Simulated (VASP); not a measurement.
Set up this calculation in VASP 6.6.1, as the native input.

```
Task                   : single point
Functional             : TB-mBJ
Potentials or basis    : VASP PAW PBE potentials, release 64 (Li_sv)
Cutoff                 : 520 eV
k mesh                 : 10 × 10 × 10
Occupations            : methfessel-paxton, width 0.2 eV
Spin                   : no spin polarisation
Further INCAR settings : ALGO = Normal; EDIFF = 1e-06; NBANDS = 8
```

Crystal: Li.

```
CELL_PARAMETERS angstrom
0.00000 2.20200 2.20200
2.20200 0.00000 2.20200
2.20200 2.20200 0.00000
ATOMIC_POSITIONS crystal
Li 0.00000 0.00000 0.00000
```

This isn't the form of Li at room conditions, which is bcc.

One way to write it, as run:

POSCAR

```
Li
1.0
    0.0000000000      2.2020000000      2.2020000000
    2.2020000000      0.0000000000      2.2020000000
    2.2020000000      2.2020000000      0.0000000000
Li
1
Cartesian
    0.0000000000      0.0000000000      0.0000000000
```

INCAR.step1

```
SYSTEM = Li
  PREC = Accurate
  ENCUT = 520
  EDIFF = 1E-5
  ISMEAR = 1
  SIGMA = 0.2
  LREAL = .FALSE.
  LASPH = .TRUE.
  NELM = 60
  ALGO = Normal
  ISIF = 2
  LWAVE = .TRUE.
  LCHARG = .FALSE.
  NBANDS = 8
  GGA = PE
```

INCAR.step2

```
SYSTEM = Li
  PREC = Accurate
  ENCUT = 520
  EDIFF = 1E-6
  ISMEAR = 1
  SIGMA = 0.2
  LREAL = .FALSE.
  LASPH = .TRUE.
  NELM = 60
  ALGO = Normal
  ISIF = 2
  LWAVE = .FALSE.
  LCHARG = .FALSE.
  METAGGA = MBJ
  NBANDS = 8
  ISTART = 1
```

KPOINTS

```
Automatic mesh
0
G
  10 10 10
  0 0 0
```

Potentials or basis: VASP PAW PBE potentials, release 64 (Li_sv).

Launch:

```bash
$ cat potpaw_PBE.64/Li_sv/POTCAR > POTCAR
$ cp INCAR.step1 INCAR
$ mpirun -np 1 vasp_std > vasp.out
$ cp INCAR.step2 INCAR
$ mpirun -np 1 vasp_std > vasp.out
```

It gave:

```yaml
Band_gap_on_the_k_mesh: none (metal or under the smearing width)
```

It used 6.7 s of CPU time on 1 thread of Intel(R) Xeon(R) Platinum 8559C (Emerald Rapids), with other jobs on the host, which was overloaded at the time.
